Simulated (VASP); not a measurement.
# AlRu (Pm-3m) in VASP: a series of runs, part 2 of 2

VASP 6.6.1. The steps go on from the part before.

### Step 3. Relaxation of cell and atoms, BLYP

Contents of INCAR:

```
PREC = Accurate
ENCUT = 600
EDIFF = 1E-6
ISMEAR = -1
SIGMA = 0.05
LREAL = F
LASPH = T
NELM = 100
ALGO = Fast
ISIF = 3
LWAVE = F
LCHARG = F
GGA = B5
ALDAX = 1.0
AGGAX = 1.0
AGGAC = 1.0
ALDAC = 0.0
IBRION = 2
NSW = 60
EDIFFG = -0.005
```

Contents of KPOINTS:

```
regular mesh
0
Gamma
  9 9 9
```

Contents of POSCAR:

```
AlRu
1.0
    2.9916000000      0.0000000000      0.0000000000
    0.0000000000      2.9916000000      0.0000000000
    0.0000000000      0.0000000000      2.9916000000
Ru Al
1 1
Direct
    0.5000000000      0.5000000000      0.5000000000
    0.0000000000      0.0000000000      0.0000000000
```

Potentials or basis: VASP PAW PBE potentials, release 64 (Ru_pv, Al).

Run with:

```
$ cat potpaw_PBE.64/Ru_pv/POTCAR potpaw_PBE.64/Al/POTCAR > POTCAR
$ mpirun -np 1 vasp_std > vasp.out
```

OUTCAR:

```text
PREC = Accurate
   ENCUT = 600
   EDIFF = 1E-6
   ISMEAR = -1
   LREAL = F
   LASPH = T
   NELM = 100
   ISIF = 3
   GGA = B5
   IBRION = 2
   NSW = 60
   EDIFFG = -0.005

 ion  position               nearest neighbor table
   1  0.500  0.500  0.500-   2 2.59   2 2.59   2 2.59   2 2.59   2 2.59   2 2.59   2 2.59   2 2.59

   2  0.000  0.000  0.000-   1 2.59   1 2.59   1 2.59   1 2.59   1 2.59   1 2.59   1 2.59   1 2.59

  LATTYP: Found a simple cubic cell.
 ALAT       =     2.9916000000

  Lattice vectors:

 A1 = (   2.9916000000,   0.0000000000,   0.0000000000)
 A2 = (   0.0000000000,   2.9916000000,   0.0000000000)
 A3 = (   0.0000000000,   0.0000000000,   2.9916000000)

Analysis of symmetry for initial positions (statically):
=====================================================================
 Subroutine PRICEL returns:
 Original cell was already a primitive cell.

 Routine SETGRP: Setting up the symmetry group for a
 simple cubic supercell.

 Subroutine GETGRP returns: Found 48 space group operations
 (whereof 48 operations were pure point group operations)
 out of a pool of 48 trial point group operations.

The static configuration has the point symmetry O_h .

Analysis of symmetry for dynamics (positions and initial velocities):
=====================================================================
 Subroutine PRICEL returns:
 Original cell was already a primitive cell.

 Routine SETGRP: Setting up the symmetry group for a
 simple cubic supercell.

[... 165 lines left out ...]
  external PRESSURE =      96.7227138 kB  Pullay stress =       0.0000000 kB
[... 23 lines left out ...]
--------------------------------------- Ionic step        2  -------------------------------------------

 number of electron      17.0000001 magnetization

 E-fermi :   9.6397     XC(G=0): -11.4082

 val. band max:        9.6083336287   @ k =   0.4444   0.1111   0.1111
 cond. band min:       9.6566211284   @ k =   0.4444   0.4444   0.1111
 fundamental gap:      0.0482874997
 Fermi energy:         9.6396860776

 k-point     1 :       0.0000    0.0000    0.0000
  band No.  band energies     occupation
      1     -31.8943      2.00000
      2     -31.8943      2.00000
      3     -31.8943      2.00000
      4       0.7625      2.00000
      5       6.7585      2.00000
      6       6.7585      2.00000
      7       9.7955      0.08495
      8       9.7955      0.08495
      9       9.7955      0.08495
     10      15.2377      0.00000
     11      15.2377      0.00000
     12      15.2377      0.00000
[... 416 lines left out ...]
--------------------------------------- Ionic step        4  -------------------------------------------

 number of electron      17.0000003 magnetization

 Free energy of the ion-electron system (eV)
  ---------------------------------------------------
  ext. energy  EPLUGINS =         0.00000000
  ---------------------------------------------------
  free energy    TOTEN  =       -11.96286574 eV

  energy without entropy =      -11.94552086  energy(sigma->0) =      -11.95419330

 E-fermi :  10.5212     XC(G=0): -11.7370

 val. band max:       10.4897420931   @ k =   0.4444   0.1111   0.1111
 cond. band min:      10.5347580649   @ k =   0.4444   0.4444   0.1111
 fundamental gap:      0.0450159718
 Fermi energy:        10.5212474352

 k-point     1 :       0.0000    0.0000    0.0000
  band No.  band energies     occupation
      1     -31.0286      2.00000
      2     -31.0286      2.00000
      3     -31.0286      2.00000
      4       1.2778      2.00000
      5       7.3225      2.00000
      6       7.3225      2.00000
      7      10.7025      0.05194
      8      10.7025      0.05194
      9      10.7025      0.05194
     10      16.4403      0.00000
     11      16.4403      0.00000
     12      16.4403      0.00000
[... 374 lines left out ...]
  FREE ENERGIE OF THE ION-ELECTRON SYSTEM (eV)
  ---------------------------------------------------
  free  energy   TOTEN  =       -11.9628657432 eV

  energy  without entropy=      -11.9455208573  energy(sigma->0) =      -11.95419330

 reached required accuracy - stopping structural energy minimisation
```

OSZICAR:

```text
N       E                     dE             d eps       ncg     rms          rms(c)
DAV:   1     0.129751401779E+03    0.12975E+03   -0.10382E+04   840   0.149E+03
DAV:   2    -0.999249121734E+01   -0.13974E+03   -0.13402E+03   884   0.372E+02
DAV:   3    -0.124474650954E+02   -0.24550E+01   -0.24058E+01   984   0.512E+01
[... 41 lines left out ...]
RMM:   2    -0.119629310178E+02    0.34939E-03   -0.24653E-03   840   0.479E-01    0.761E-02
RMM:   3    -0.119628656762E+02    0.65342E-04   -0.19671E-04   840   0.143E-01    0.163E-02
RMM:   4    -0.119628669002E+02   -0.12240E-05   -0.31192E-05   735   0.368E-02    0.711E-03
RMM:   5    -0.119628657138E+02    0.11864E-05   -0.27289E-06   580   0.156E-02    0.228E-03
RMM:   6    -0.119628657432E+02   -0.29359E-07   -0.62672E-07   500   0.626E-03
   4 F= -.11962866E+02 E0= -.11954193E+02  d E =-.377507E-01
```

CONTCAR:

```text
AlRu
   1.00000000000000
     3.0393872066783265    0.0000000000000000   -0.0000000000000000
     0.0000000000000000    3.0393872066783265    0.0000000000000000
    -0.0000000000000000    0.0000000000000000    3.0393872066783265
  Ru              Al
     1     1
Direct
     0.5000000000000000    0.5000000000000000    0.5000000000000000
     0.0000000000000000    0.0000000000000000    0.0000000000000000

  0.00000000E+00  0.00000000E+00  0.00000000E+00
  0.00000000E+00  0.00000000E+00  0.00000000E+00
```

Run time: 70 s. Hardware: 1 thread of Intel Xeon Platinum 8375C at 2.90GHz (Ice Lake), shared host; peak memory 0.15 GiB.

Results:

* Free energy: -11.9629 eV
* Relaxed volume: 14.04 Å³/atom
* Relaxed cell: a = 3.039 Å, b = 3.039 Å, c = 3.039 Å, α = 90.00°, β = 90.00°, γ = 90.00°
* Space group after relaxing (to 0.05 Å): Pm-3m (No. 221)
* Energy gained by relaxing: 18.9 meV/atom
* Ionic steps: 4
* Pressure after relaxing: 0.0 GPa
* Band gap on the k mesh: none (metal or under the smearing width)

Step by step:
| step | energy change (eV) | largest force (eV/Å) | pressure (GPa) | volume (Å³) |
| --- | --- | --- | --- | --- |
| 1 | 0.0000 | 0.0000 | 9.67 | 26.77 |
| 2 | 0.0305 | 0.0000 | -10.64 | 30.03 |
| 3 | -0.0377 | 0.0000 | -0.20 | 28.11 |
| 4 | -0.0378 | 0.0000 | -0.02 | 28.08 |

Final structure:
```xyz
2
Lattice="3.0394 0.0000 0.0000 0.0000 3.0394 0.0000 0.0000 0.0000 3.0394" Properties=species:S:1:pos:R:3 pbc="T T T"
Ru    1.5197    1.5197    1.5197
Al    0.0000    0.0000    0.0000
```

Levels at points of the mesh, in eV from the Fermi level:
| k point | band 7 | band 8 | band 9 | band 10 | band 11 | band 12 |
| --- | --- | --- | --- | --- | --- | --- |
| (0.00, 0.00, 0.00) | 0.18 | 0.18 | 0.18 | 5.92 | 5.92 | 5.92 |

Caveat: the PAW data sets were made with another functional, which shifts forces and pressure a little. Zero-point motion and thermal expansion aren't in these numbers.

### Step 4. Relaxation of cell and atoms, PBE

Contents of INCAR:

```
PREC     = Accurate       # precision mode
ENCUT    = 600            # plane-wave cutoff, eV
EDIFF    = 1E-6           # SCF threshold, eV
ISMEAR   = -1             # smearing method
SIGMA    = 0.05           # smearing width, eV
LREAL    = F              # projectors in reciprocal space
LASPH    = T              # aspherical terms in the spheres
NELM     = 60             # most SCF steps
ALGO     = Normal         # electronic algorithm
ISIF     = 3              # what is computed and relaxed
LWAVE    = F              # write WAVECAR
LCHARG   = F              # write CHGCAR
GGA      = PE             # functional
IBRION   = 2              # ionic algorithm
NSW      = 40             # ionic steps
EDIFFG   = -0.02          # ionic threshold
```

Contents of KPOINTS:

```
Automatic mesh
0
Gamma
  9 9 9
```

POSCAR is that of step 3.

Run with:

```
$ cat potpaw_PBE.64/Ru_pv/POTCAR potpaw_PBE.64/Al/POTCAR > POTCAR
$ mpirun -np 1 vasp_std > vasp.out
```

Run time: 38 s. Hardware: 1 thread of AMD EPYC 7R43 (Zen 3), shared host; peak memory 0.11 GiB.

The run converged. Its results:

- Free energy: -14.2627 eV
- Relaxed volume: 13.55 Å³/atom
- Relaxed cell: a = 3.003 Å, b = 3.003 Å, c = 3.003 Å, α = 90.00°, β = 90.00°, γ = 90.00°
- Space group after relaxing (to 0.05 Å): Pm-3m (No. 221)
- Energy gained by relaxing: 1.2 meV/atom
- Ionic steps: 3
- Pressure after relaxing: 0.0 GPa
- Band gap on the k mesh: none (metal or under the smearing width)

Step by step:
```
step  energy change (eV)  largest force (eV/Å)  pressure (GPa)  volume (Å³)
   1              0.0000                0.0000            2.49        26.77
   2              0.0032                0.0000           -3.59        27.59
   3             -0.0024                0.0000           -0.02        27.09
```

Final structure:
```
CELL_PARAMETERS angstrom
3.00342 0.00000 0.00000
0.00000 3.00342 0.00000
0.00000 0.00000 3.00342
ATOMIC_POSITIONS crystal
Ru 0.50000 0.50000 0.50000
Al 0.00000 0.00000 0.00000
```

Levels at points of the mesh, in eV from the Fermi level:
```tsv
k point	band 7	band 8	band 9	band 10	band 11	band 12
(0.00, 0.00, 0.00)	0.23	0.23	0.23	6.10	6.10	6.10
```

### Step 5. Relaxation of cell and atoms, LDA

Contents of INCAR:

```
SYSTEM = AlRu
PREC = Accurate
ENCUT = 600
EDIFF = 1E-6
ISMEAR = -1
SIGMA = 0.05
LREAL = .FALSE.
LASPH = .TRUE.
NELM = 100
ALGO = Fast
ISIF = 3
LWAVE = .FALSE.
LCHARG = .FALSE.
GGA = CA
IBRION = 2
NSW = 40
EDIFFG = -0.02
```

Contents of KPOINTS:

```
regular mesh
0
G
  9 9 9
  0 0 0
```

POSCAR is that of step 4.

Potentials or basis: VASP PAW LDA potentials, release 64 (Ru_pv, Al).

Run with:

```
$ cat potpaw_LDA.64/Ru_pv/POTCAR potpaw_LDA.64/Al/POTCAR > POTCAR
$ mpirun -np 1 vasp_std > vasp.out
```

Run time: 51 s. Hardware: 1 thread of AMD EPYC 7R43 (Zen 3), shared host; peak memory 0.11 GiB.

It converged, with:

- Free energy: -16.1887 eV
- Relaxed volume: 12.91 Å³/atom
- Relaxed cell: a = 2.956 Å, b = 2.956 Å, c = 2.956 Å, α = 90.00°, β = 90.00°, γ = 90.00°
- Space group after relaxing (to 0.05 Å): Pm-3m (No. 221)
- Energy gained by relaxing: 11.7 meV/atom
- Ionic steps: 4
- Pressure after relaxing: 0.1 GPa
- Band gap on the k mesh: none (metal or under the smearing width)

The path:
```csv
step,energy change (eV),largest force (eV/Å),pressure (GPa),volume (Å³)
1,0.0000,0.0000,-7.61,26.77
2,0.0420,0.0000,15.30,24.38
3,-0.0234,0.0000,-0.26,25.84
4,-0.0234,0.0000,0.09,25.82
```

Final structure:
```
Ru Al
1.0
     2.95556    0.00000    0.00000
     0.00000    2.95556    0.00000
     0.00000    0.00000    2.95556
Ru Al
1 1
Direct
  0.50000 0.50000 0.50000
  0.00000 0.00000 0.00000
```

Levels at points of the mesh, in eV from the Fermi level:
```tsv
k point	band 6	band 7	band 8	band 9	band 10	band 11	band 12
(0.00, 0.00, 0.00)	-3.72	0.26	0.26	0.26	6.28	6.28	6.28
```

LDA usually gives volumes a few per cent too small. Zero-point motion and thermal expansion aren't in these numbers.

### Step 6. Relaxation of cell and atoms, PBEsol

Contents of INCAR:

```
PREC     = Accurate       # precision mode
ENCUT    = 600            # plane-wave cutoff, eV
EDIFF    = 1E-6           # SCF threshold, eV
ISMEAR   = -1             # smearing method
SIGMA    = 0.05           # smearing width, eV
LREAL    = F              # projectors in reciprocal space
LASPH    = T              # aspherical terms in the spheres
NELM     = 80             # most SCF steps
ALGO     = Normal         # electronic algorithm
ISIF     = 3              # what is computed and relaxed
LWAVE    = F              # write WAVECAR
LCHARG   = F              # write CHGCAR
GGA      = PS             # functional
IBRION   = 2              # ionic algorithm
NSW      = 40             # ionic steps
EDIFFG   = -0.01          # ionic threshold
```

Contents of KPOINTS:

```
Automatic mesh
0
Gamma
  9 9 9
```

POSCAR is that of step 5.

Potentials or basis: VASP PAW PBE potentials, release 64 (Ru_pv, Al).

Run with:

```
$ cat potpaw_PBE.64/Ru_pv/POTCAR potpaw_PBE.64/Al/POTCAR > POTCAR
$ mpirun -np 1 vasp_std > vasp.out
```

Run time: 39 s. Hardware: 1 thread of AMD EPYC 7R43 (Zen 3), shared host; peak memory 0.11 GiB.

Results (log left out):

```yaml
Free_energy: -15.5260 eV
Relaxed_volume: 13.18 Å³/atom
Relaxed_cell: a = 2.976 Å, b = 2.976 Å, c = 2.976 Å, α = 90.00°, β = 90.00°, γ = 90.00°
Space_group_after_relaxing_to_0.05_Å: Pm-3m (No. 221)
Energy_gained_by_relaxing: 2.1 meV/atom
Ionic_steps: 3
Pressure_after_relaxing: 0.0 GPa
Band_gap_on_the_k_mesh: none (metal or under the smearing width)
```

The path:
| step | energy change (eV) | largest force (eV/Å) | pressure (GPa) | volume (Å³) |
| --- | --- | --- | --- | --- |
| 1 | 0.0000 | 0.0000 | -3.27 | 26.77 |
| 2 | 0.0068 | 0.0000 | 5.70 | 25.73 |
| 3 | -0.0043 | 0.0000 | -0.03 | 26.37 |

Final structure:
```
Ru Al
1.0
     2.97634    0.00000    0.00000
     0.00000    2.97634    0.00000
     0.00000    0.00000    2.97634
Ru Al
1 1
Direct
  0.50000 0.50000 0.50000
  0.00000 0.00000 0.00000
```

Levels at points of the mesh, in eV from the Fermi level:
```tsv
k point	band 5	band 6	band 7	band 8	band 9	band 10	band 11	band 12
(0.00, 0.00, 0.00)	-3.60	-3.60	0.25	0.25	0.25	6.23	6.23	6.23
```

Caveat: the PAW data sets were made with another functional, which shifts forces and pressure a little.

### Step 7. For comparison

An earlier run on the cell as given: functional PBEsol; potentials or basis VASP PAW PBE potentials, release 64 (Ru_pv, Al); cutoff 520 eV; k mesh 9 × 9 × 9; occupations fermi-dirac, width 0.05 eV; no spin polarisation.

- Pressure: -3.3 GPa
- Band gap on the k mesh: none (metal or under the smearing width)

### Step 8. Summary

| task | level | potentials or basis | cell | cutoff (eV) | ladder | gap on the mesh (eV) | pressure (GPa) | relaxed volume (Å³/atom) |
| --- | --- | --- | --- | --- | --- | --- | --- | --- |
| relaxation of cell and atoms | revPBE | VASP PAW PBE potentials, release 64 (Ru_pv, Al) | relaxed | 600 | - | none | 0.0 | 13.71 |
| relaxation of cell and atoms | BLYP | VASP PAW PBE potentials, release 64 (Ru_pv, Al) | relaxed | 600 | - | none | 0.0 | 14.04 |
| relaxation of cell and atoms | PBE | VASP PAW PBE potentials, release 64 (Ru_pv, Al) | relaxed | 600 | - | none | 0.0 | 13.55 |
| relaxation of cell and atoms | LDA | VASP PAW LDA potentials, release 64 (Ru_pv, Al) | relaxed | 600 | - | none | 0.1 | 12.91 |
| relaxation of cell and atoms | PBEsol | VASP PAW PBE potentials, release 64 (Ru_pv, Al) | relaxed | 600 | - | none | 0.0 | 13.18 |
| single point | PBEsol | VASP PAW PBE potentials, release 64 (Ru_pv, Al) | as given | 520 | free | none | -3.3 | - |

Alike in all rows: no spin polarisation; k mesh 9 × 9 × 9; smearing fermi-dirac 0.05 eV.

Caveats: the PAW data sets were made with another functional, which shifts forces and pressure a little (some runs).

Absolute energies hang on the potentials; compare differences alone.
